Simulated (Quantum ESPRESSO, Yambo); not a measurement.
# InSe (GaSe type monolayer): G0W0 with Yambo, start to end, part 2 of 3

How does a plane-wave GW calculation on InSe (GaSe type monolayer) run from the first input to the gap?

Quantum ESPRESSO 7.5 and Yambo 5.3.0; PBEsol and many-body steps on it, plane waves. Known limits of the many-body steps: not at the basis limit; no spin-orbit coupling.

So far. Step 2 (Ground state): The gap is indirect, with the least direct gap 0.08 eV higher. Step 3 (Bands along the symmetry lines): The gap is 1.825 eV, +0.004 eV from the run before at this level.

### Step 4. Empty states on the mesh, 6×6×1 mesh, 166 bands

Level of this step: DFT, PBEsol, plane waves, norm-conserving pseudopotentials (Quantum ESPRESSO).

The sums over transitions need many empty states on a uniform mesh; this step solves for them.

pw.in

```
&control
  calculation = 'nscf'
  prefix = 'x'
  outdir = 'o'
  pseudo_dir = 'pseudo'
/
&system
  ibrav = 0
  nat = 4
  ntyp = 2
  ecutwfc = 104.0
  nbnd = 166
  force_symmorphic = .true.
/
&electrons
  conv_thr = 1e-9
  electron_maxstep = 80
  diago_full_acc = .true.
  diago_thr_init = 5e-6
/
ATOMIC_SPECIES
  In 114.82 In.upf
  Se 78.971 Se.upf
CELL_PARAMETERS angstrom
  3.9567306721 -0.0000000000 0.0000000000
  -1.9783653360 3.4266292780 0.0000000000
  0.0000000000 0.0000000000 19.0000000000
ATOMIC_POSITIONS crystal
  In 0.3333333333 0.6666666667 0.5725359841
  In 0.3333333333 0.6666666667 0.4274640159
  Se 0.6666666667 0.3333333333 0.6409379668
  Se 0.6666666667 0.3333333333 0.3590620332
K_POINTS automatic
  6 6 1 0 0 0
```

Command:

```bash
$ OMP_NUM_THREADS=1 mpirun -n 4 pw.x -nk 4 -in pw.in > pw.out
```

Output:

```text
[banner, memory and clock lines left out]
Program PWSCF v.7.5 starts

     Atomic positions and unit cell read from directory:
     o/x.save/

     Message from routine setup:
     using ibrav=0 with symmetry is DISCOURAGED, use correct ibrav instead

     G-vector sticks info

     bravais-lattice index     =            0
     lattice parameter (alat)  =       7.4771  a.u.
     unit-cell volume          =    1738.4164 (a.u.)^3
     number of atoms/cell      =            4
     number of atomic types    =            2
     number of electrons       =        90.00
     number of Kohn-Sham states=          166
     kinetic-energy cutoff     =     104.0000  Ry
     charge density cutoff     =     416.0000  Ry
     Exchange-correlation= PBESOL
                           (   1   4  10   8   0   0   0)

     celldm(1)=   7.477137  celldm(2)=   0.000000  celldm(3)=   0.000000
     celldm(4)=   0.000000  celldm(5)=   0.000000  celldm(6)=   0.000000

     crystal axes: (cart. coord. in units of alat)
               a(1) = (   1.000000  -0.000000   0.000000 )
               a(2) = (  -0.500000   0.866025   0.000000 )
               a(3) = (   0.000000   0.000000   4.801944 )

     reciprocal axes: (cart. coord. in units 2 pi/alat)
               b(1) = (  1.000000  0.577350 -0.000000 )
               b(2) = (  0.000000  1.154701 -0.000000 )
               b(3) = ( -0.000000 -0.000000  0.208249 )
     Pseudo is Norm-conserving + core correction, Zval = 21.0
     Generated using ONCVPSP code by D. R. Hamann
     Using radial grid of 1940 points,  6 beta functions with:
     Pseudo is Norm-conserving + core correction, Zval = 24.0
     Generated using ONCVPSP code by D. R. Hamann
     Using radial grid of 1198 points,  6 beta functions with:
     In               21.00   114.82000     In( 1.00)
     Se               24.00    78.97100     Se( 1.00)

     12 Sym. Ops. (no inversion) found

   Cartesian axes

     site n.     atom                  positions (alat units)
         1        In     tau(   1) = (  -0.0000000   0.5773503   2.7492859  )
         2        In     tau(   2) = (  -0.0000000   0.5773503   2.0526584  )
         3        Se     tau(   3) = (   0.5000000   0.2886751   3.0777484  )
         4        Se     tau(   4) = (   0.5000000   0.2886751   1.7241959  )

     number of k points=     7
                       cart. coord. in units 2pi/alat
        k(    1) = (   0.0000000   0.0000000   0.0000000), wk =   0.0555556
        k(    2) = (   0.0000000   0.1924501   0.0000000), wk =   0.3333333
        k(    3) = (   0.0000000   0.3849002   0.0000000), wk =   0.3333333
        k(    4) = (   0.0000000  -0.5773503   0.0000000), wk =   0.1666667
        k(    5) = (   0.1666667   0.2886751   0.0000000), wk =   0.3333333
        k(    6) = (   0.1666667   0.4811252   0.0000000), wk =   0.6666667
        k(    7) = (   0.3333333   0.5773503   0.0000000), wk =   0.1111111

     Dense  grid:   249131 G-vectors     FFT dimensions: (  50,  50, 240)

     The potential is recalculated from file :
     o/x.save/charge-density

     Starting wfcs are   52 randomized atomic wfcs +  114 random wfcs

     Band Structure Calculation

     End of band structure calculation

          k = 0.0000 0.0000 0.0000 ( 31041 PWs)   bands (ev):

  -206.2588-206.2588-145.9462-145.9462-145.9462-145.9462-145.9135-145.9135
  -114.1218-114.1199 -72.6502 -72.6502 -72.6480 -72.6480 -72.6279 -72.5998
   -46.3486 -46.3486 -46.3486 -46.3486 -46.3164 -46.3164 -46.3164 -46.3164
   -46.3044 -46.3044 -13.6450 -13.4355 -13.4355 -13.3385 -13.3385 -13.3308
   -13.3308 -13.1386 -13.1386 -13.1337 -12.3346 -12.1699  -5.1808  -2.7949
[...]
[... 9 further rows ...]
[...]
36.0727  36.1671  36.1671  37.2001  37.4041  37.4042

          k = 0.0000 0.1925 0.0000 ( 31113 PWs)   bands (ev):

  -206.2588-206.2588-145.9462-145.9462-145.9462-145.9462-145.9135-145.9135
  -114.1218-114.1199 -72.6503 -72.6502 -72.6481 -72.6480 -72.6279 -72.5998
[...]
[... 9 further rows ...]
[...]
35.4355  35.9563  36.2680  36.2786  36.4871  36.8170

          k = 0.0000 0.3849 0.0000 ( 31165 PWs)   bands (ev):

  -206.2588-206.2588-145.9462-145.9462-145.9462-145.9462-145.9135-145.9135
  -114.1218-114.1199 -72.6505 -72.6503 -72.6483 -72.6481 -72.6278 -72.5998
[...]
15.3884  15.5431  15.7105  15.8466  16.0814  16.3242  16.4667  17.1217
     [... 9 further rows ...]
    33.2122  33.4517  33.4533  33.9278  34.3185  34.3793  34.3857  34.5616
    34.9371  34.9478  35.1314  35.3286  35.4282  35.4538

          k = 0.0000-0.5774 0.0000 ( 31158 PWs)   bands (ev):

     [... further k-points ...]

     highest occupied, lowest unoccupied level (ev):     0.3030    2.1261

     XML data file, pseudopotentials, collected wavefunctions
```

Run time: 99 s. Hardware: 4 MPI ranks of Arm Neoverse V2, shared host; peak memory 2.2 GiB.

This step gave:

| Quantity | Value |
| --- | --- |
| gap | 1.823 eV |
| k of the valence top | 0, 0.1667, 0 |
| k of the conduction bottom | 0, 0, 0 |
| least direct gap | 1.903 eV |
| k points computed | 7 |
| lowest point of the top converged band, above the valence top | 34.94 eV |

On this mesh the gap is 1.823 eV.

### Step 5. Conversion and set-up

This step: Yambo 5.3.0; conversion and set-up on PBEsol, plane waves, norm-conserving pseudopotentials.

The states are converted to the many-body program's format and the q mesh is built.

Command:

```bash
$ (cd o/x.save; p2y > p2y.log; mv SAVE ../..); yambo > setup.log
```

Output:

```text
 Yambo, version 5.3.0

 [02] CORE Variables Setup
 =========================

  [02.01] Unit cells
  ==================

  Cell kind             :  HCP
  Atoms in the cell     :  In  Se
  number of In atoms    :  2
  number of Se atoms    :  2

  List of atomic masses
  Mass of In    :  114.8200
  Mass of Se    :  78.97100

  List of atomic coordinates    : [cc]
  In1       : -0.31087E-09   4.3169       20.557      order 1
  In2       : -0.31087E-09   4.3169       15.348      order 2
  Se1       :   3.73857   2.15846  23.01275  order 3
  Se2       :   3.73857   2.15846  12.89205  order 4

  Alat factors          :   7.47714   6.47539  35.90480 [a.u.]
  Direct lattice volume :   1738.42    [a.u.]
  Direct lattice vectors:  A[ 1 ]  A[ 2 ]  A[ 3 ]
   A[ 1 ]:  1.000000 -0.000000  0.000000  [iru]
   7.477137 -0.000000  0.000000  [cc]
   A[ 2 ]: -0.500000  1.000000  0.000000  [iru]
  -3.738569  6.475391  0.000000  [cc]
   A[ 3 ]:  0.000000  0.000000  1.000000  [iru]
    0.00000   0.00000  35.90480  [cc]

  Recip. lattice volume :  0.142687 [a.u.]
  Recip. lattice vectors:  B[ 1 ]  B[ 2 ]  B[ 3 ]
   B[ 1 ]:  1.000000  0.500000  0.000000  [iku]
   0.840320  0.485159 -0.000000  [cc]
   B[ 2 ]:  0.000000  1.000000  0.000000  [iku]
   0.000000  0.970318 -0.000000  [cc]
   B[ 3 ]:  0.000000  0.000000  1.000000  [iku]
  -0.000000 -0.000000  0.174996  [cc]

  [02.02] Symmetries
  ==================

  Inversion symmetry    : yes
  Spatial inversion     : no
  Inversion index       :  13
  K-space Time-reversal : yes
  Magnetic symmetries   : no
  Time-reversal derived K-space symmetries:  13  24
  Group table correct   : yes
  Symmetries units      :  [cc]

   [S  1]:   1.0000       0.0000       0.0000     -0.11297E-16   1.0000       0.0000       0.0000       0.0000       1.0000
   [S  2]:  -1.0000       0.0000       0.0000      0.29183E-10   1.0000       0.0000       0.0000       0.0000      -1.0000
   [S  3]: -0.500000  0.866025  0.000000 -0.866025 -0.500000  0.000000  0.000000  0.000000  1.000000
[...]
[S  9]: -0.500000 -0.866025  0.000000  0.866025 -0.500000  0.000000  0.000000  0.000000 -1.000000
   [S 10]: -0.500000  0.866025  0.000000 -0.866025 -0.500000  0.000000  0.000000  0.000000 -1.000000
     [... 12 further rows ...]
   [S*23]: -0.500000 -0.866025 -0.000000 -0.866025  0.500000 -0.000000 -0.000000 -0.000000 -1.000000
   [S*24]: -0.500000  0.866025 -0.000000  0.866025  0.500000 -0.000000 -0.000000 -0.000000 -1.000000

  [02.03] Reciprocal space
  ========================

  nG shells         :  10708
  nG charge         :  249131
  nG WFs            :   36139
  nC WFs            :  31165
  G-vecs. in first 80 shells:  [ Number ]
     1    3    5    7    9   11   17   29   41
    43   55   67   69   81   83   95  107  109
   115  127  139  151  153  165  177  189  201
[...]
777   789   801   803   815   827   851   863
  ...
[...]
K/Q-points units:
  rlu = crystal or reduced units; cc = cartesian coordinates; iku = interal k-units

  K [1]          [rlu]:  0.000000  0.000000  0.000000
         WF components:  31041
  K [2]          [rlu]:  0.000000  0.166667  0.000000
         WF components:  31113
  K [3]          [rlu]:  0.000000  0.333333  0.000000
         WF components:  31165
  K [4]          [rlu]:  0.000000 -0.500000  0.000000
         WF components:  31158
  K [5]          [rlu]:  0.166667  0.166667  0.000000
         WF components:  31124
  K [6]          [rlu]:  0.166667  0.333333  0.000000
         WF components:  31137
  K [7]          [rlu]:  0.333333  0.333333  0.000000
         WF components:  31158

  [02.05] Energies & Occupations
  ==============================

  [X] === General ===
  [X] Electronic Temperature                        :  0.000000  0.000000 [eV K]
  [X] Bosonic    Temperature                        :  0.000000  0.000000 [eV K]
  [X] Finite Temperature mode                       : no
  [X] El. density                                   :  0.34937E+24 [cm-3]
  [X] Fermi Level                                   :  0.302991 [eV]

  [X] === Gaps and Widths ===
  [X] Conduction Band Min                           :  1.823101 [eV]
  [X] Valence Band Max                              :  0.000000 [eV]
  [X] Filled Bands                                  :   45
  [X] Empty Bands                                   :   46  166
  [X] Direct Gap                                    :  1.903116 [eV]
  [X] Direct Gap localized at k                     :  1
  [X] Indirect Gap                                  :  1.823101 [eV]
  [X] Indirect Gap between kpts                     :  2  1
  [X] Last valence band width                       :  1.082931 [eV]
  [X] 1st conduction band width                     :  1.483279 [eV]

  E @ K [1]:  [eV]
  -206.5618 -206.5618 -146.2492 -146.2492 -146.2492 -146.2492 -146.2165 -146.2165
[...]
occ @ K [1]
[...]
E @ K [2]:  [eV]
[...]
occ @ K [2]
[...]
E @ K [3]:  [eV]
[...]
occ @ K [3]
[...]
E @ K [4]:  [eV]
[...]
occ @ K [4]
[...]
E @ K [5]:  [eV]
[...]
occ @ K [5]
[...]
E @ K [6]:  [eV]
[...]
occ @ K [6]
[...]
E @ K [7]:  [eV]
[...]
occ @ K [7]
[...]
0.000000  0.000000  0.000000  0.000000  0.000000  0.000000  0.000000  0.000000
   0.000000  0.000000  0.000000  0.000000  0.000000  0.000000  0.000000  0.000000

 [03] Transferred momenta grid and indexing
 ==========================================

 IBZ Q-points                                      :   7
 BZ  Q-points                                      :   36

 K/Q-points units:
 rlu = crystal or reduced units; cc = cartesian coordinates; iku = interal k-units

 Q [1]          [rlu]:  0.000000  0.000000  0.000000
 Q [2]          [rlu]: -0.21741E-17  0.16667       0.0000
 Q [3]          [rlu]: -0.43483E-17  0.33333       0.0000
 Q [4]          [rlu]:  0.65224E-17 -0.50000       0.0000
 Q [5]          [rlu]:  0.166667  0.166667  0.000000
 Q [6]          [rlu]:  0.166667  0.333333  0.000000
 Q [7]          [rlu]:  0.333333  0.333333  0.000000

  [03.01] X indexes
  =================

   [03.01.01] Sigma indexes
   ========================

 [06] Game Over & Game summary
```

The job ended after 4.1 s (1 MPI rank; peak memory 0.31 GiB).

[end of part 2 of 3]

[Paths, hosts, dates, memory and timing lines, banners, echoed tables and standing remarks are left out of the program output.]

[Logs are printed without paths, hosts, clocks, repeated set-up lines and the standing remarks that a program may print on its own settings, such as how far it seeks lower states.]

[Runs of the session that timed out or met a known fault of the program may be left out.]

[Hosts, paths, dates, database ids (printed as entryN), source tags and the programs' standing remarks are cut or masked in the printed files.]
